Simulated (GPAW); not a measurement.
The system is MgB2.

```xyz
3
Lattice="3.0850 0.0000 0.0000 -1.5425 2.6717 0.0000 0.0000 0.0000 3.5230" Properties=species:S:1:pos:R:3 pbc="T T T"
Mg    0.0000    0.0000    0.0000
B     1.5425    0.8906    1.7615
B     0.0000    1.7811    1.7615
```

Base run:

* Program: GPAW 26.7.0
* Functional: LDA
* Potentials or basis: the program's PAW data sets (release 1.2.1) made for this functional
* Cutoff: 800 eV
* Basis: pw
* k mesh: 10 × 10 × 8
* Occupations: fermi-dirac, width 0.05 eV
* Spin: no spin polarisation

Its results: pressure -7.6 GPa.

Q: The run is repeated on the same cell with these changes: functional from LDA to revPBE. What comes out?

A: Pressure 1.6 GPa.

revPBE binds less tightly than LDA, so the same cell stands under more pressure.

Not every run made on this cell is shown here.
